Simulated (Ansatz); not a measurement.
# A Mg vacancy in zincblende MgS, 63 atoms, charge −2

Wanted: path and barrier of the jump (PBEsol and HSE06).

Method: density functional theory in Ansatz 0.2.0, PAW datasets, plane waves.

## Step 1: The starting cell

63 atoms (31 Mg, 32 S); a = 11.303 Å, b = 11.303 Å, c = 11.303 Å, α = 90.00°, β = 90.00°, γ = 90.00°. All atoms were shaken off their sites by about 0.02 Å along each axis. Defect site 1: (0.500, 0.500, 0.500).

Plan of the steps: (2) PBEsol relaxation at the single k point (¼, ¼, ¼), on 1 × NVIDIA GB200 with 8 threads of Arm Neoverse-V2; (3) HSE06 single point at the single k point (¼, ¼, ¼), on 1 × NVIDIA GB200 with 8 threads of Arm Neoverse-V2; (4) PBEsol band at the single k point (¼, ¼, ¼), on 1 × NVIDIA GB200 with 8 threads of Arm Neoverse-V2; (5) HSE06 single point at the single k point (¼, ¼, ¼), on 1 × NVIDIA GB200 with 8 threads of Arm Neoverse-V2.

## Step 2: PBEsol relaxation in the fixed cell

in.yaml reads:

```yaml
crystal:
  lattice:
    - [11.303065, 0.000000, 0.000000]
    - [0.000000, 11.303065, 0.000000]
    - [0.000000, 0.000000, 11.303065]
  atoms:
    - { symbol: Mg, position: [0.999878, 0.999478, 0.001083] }
    - { symbol: Mg, position: [0.997640, 0.000092, 0.498871] }
    - { symbol: Mg, position: [0.001728, 0.501302, 0.999285] }
    - { symbol: Mg, position: [0.999324, 0.499898, 0.501276] }
    - { symbol: Mg, position: [0.500177, 0.999745, 0.001507] }
    - { symbol: Mg, position: [0.499242, 0.999731, 0.500424] }
    - { symbol: Mg, position: [0.501349, 0.501618, 0.997520] }
    - { symbol: Mg, position: [0.248095, 0.250264, 0.998077] }
    - { symbol: Mg, position: [0.247959, 0.249851, 0.498167] }
    - { symbol: Mg, position: [0.252350, 0.752030, 0.000395] }
    - { symbol: Mg, position: [0.248350, 0.749503, 0.498549] }
    - { symbol: Mg, position: [0.748335, 0.246871, 0.999861] }
    - { symbol: Mg, position: [0.749469, 0.250059, 0.501505] }
    - { symbol: Mg, position: [0.750024, 0.748817, 0.003747] }
    - { symbol: Mg, position: [0.746858, 0.748854, 0.499516] }
    - { symbol: Mg, position: [0.252265, 0.000110, 0.248810] }
    - { symbol: Mg, position: [0.250852, 0.999016, 0.750949] }
    - { symbol: Mg, position: [0.247851, 0.499770, 0.248968] }
    - { symbol: Mg, position: [0.252532, 0.498703, 0.750620] }
    - { symbol: Mg, position: [0.752858, 0.001479, 0.249716] }
    - { symbol: Mg, position: [0.746760, 0.998334, 0.751380] }
    - { symbol: Mg, position: [0.748165, 0.499418, 0.249984] }
    - { symbol: Mg, position: [0.749526, 0.500015, 0.749057] }
    - { symbol: Mg, position: [0.999481, 0.252144, 0.248957] }
    - { symbol: Mg, position: [0.000623, 0.250284, 0.750713] }
    - { symbol: Mg, position: [0.999451, 0.748319, 0.252377] }
    - { symbol: Mg, position: [0.996074, 0.750868, 0.752076] }
    - { symbol: Mg, position: [0.498021, 0.249798, 0.250590] }
    - { symbol: Mg, position: [0.498542, 0.249466, 0.748823] }
    - { symbol: Mg, position: [0.500430, 0.752750, 0.250513] }
    - { symbol: Mg, position: [0.500485, 0.747099, 0.753676] }
    - { symbol: S, position: [0.124567, 0.122874, 0.120486] }
    - { symbol: S, position: [0.123722, 0.127333, 0.628314] }
    - { symbol: S, position: [0.122033, 0.625738, 0.125269] }
    - { symbol: S, position: [0.125365, 0.625481, 0.622086] }
    - { symbol: S, position: [0.625402, 0.127139, 0.127928] }
    - { symbol: S, position: [0.624026, 0.128886, 0.625526] }
    - { symbol: S, position: [0.625516, 0.624020, 0.124082] }
    - { symbol: S, position: [0.625164, 0.626565, 0.627405] }
    - { symbol: S, position: [0.373342, 0.375699, 0.125340] }
    - { symbol: S, position: [0.373581, 0.376988, 0.629737] }
    - { symbol: S, position: [0.377700, 0.878856, 0.124111] }
    - { symbol: S, position: [0.375370, 0.875044, 0.626606] }
    - { symbol: S, position: [0.876619, 0.374294, 0.126861] }
    - { symbol: S, position: [0.872592, 0.376473, 0.621784] }
    - { symbol: S, position: [0.876549, 0.873447, 0.125279] }
    - { symbol: S, position: [0.875781, 0.874144, 0.626289] }
    - { symbol: S, position: [0.375185, 0.124041, 0.377105] }
    - { symbol: S, position: [0.371271, 0.126628, 0.875021] }
    - { symbol: S, position: [0.375424, 0.626258, 0.377025] }
    - { symbol: S, position: [0.373433, 0.622921, 0.876354] }
    - { symbol: S, position: [0.872624, 0.124786, 0.375150] }
    - { symbol: S, position: [0.876502, 0.125047, 0.874817] }
    - { symbol: S, position: [0.877674, 0.621165, 0.375986] }
    - { symbol: S, position: [0.875013, 0.624779, 0.874024] }
    - { symbol: S, position: [0.121335, 0.372040, 0.376222] }
    - { symbol: S, position: [0.125206, 0.373057, 0.872699] }
    - { symbol: S, position: [0.123340, 0.872717, 0.374437] }
    - { symbol: S, position: [0.126209, 0.874771, 0.876300] }
    - { symbol: S, position: [0.625116, 0.370439, 0.374080] }
    - { symbol: S, position: [0.624568, 0.376194, 0.872288] }
    - { symbol: S, position: [0.622065, 0.876215, 0.375910] }
    - { symbol: S, position: [0.624612, 0.873989, 0.874330] }
  symmetry: { detect: false }
kpoints:
  mp_grid: { grid: [1, 1, 1], shift: [0.25, 0.25, 0.25] }
hamiltonian:
  xc: pbesol
total_charge: -2
scf:
  occupations: { method: fermi_dirac, width: 0.01 }
relax:
  f_tol: 0.03
  max_steps: 80
  escape_saddle: false
  adjacent_minimum: "off"
output:
  forces: true
  eigenvalues: true
  populations: true
  charged_corrections: { epsilon: 8 }
```

Command:

```console
$ ansatz run in.yaml --threads 8 --pin off --max-ram 118750MiB --runs-dir r --events-out ev --progress --plain --backend cuda --devices 0, --max-vram 170GiB
```

After this run come: HSE06 on the final geometry; The band; Single point with HSE06.

**Question.** What will these runs give? Wanted: for each run, top filled to lowest empty.

**Answer**, as computed:

| level | time | top filled to lowest empty (eV) |
| --- | --- | --- |
| PBEsol, relaxation | 3.2 s (GPU) | 3.19 |
| HSE06 | 15 s (GPU) | 4.35 |
| HSE06, at the band's top | 17 s (GPU) | 4.04 |

| quantity | value |
| --- | --- |
| relaxation | 4 recorded steps, 0.72 eV gained |
| largest shift | 0.11 Å (Mg9 and others alike) |
| barrier forwards, backwards | 0.71, 0.71 eV |
| jump | Mg by 3.84 Å |
| band iterations | 10 |
| top less start by HSE06 | 0.81 eV |

The relaxation lowers the energy by 0.72 eV; the largest shift is 0.11 Å (Mg9 and others alike). The PBEsol barrier is 0.71 eV forwards and 0.71 eV back, about 27 times kT at 300 K, without charge corrections. The cell's size and k points aren't converged for it. The top is a first-order saddle. On the same two geometries HSE06 gives 0.81 eV. At the same k points, PBEsol gives a spacing 1.17 eV smaller than the 4.35 eV of HSE06. In a defect cell this spacing can involve defect levels, so it need not be the gap.
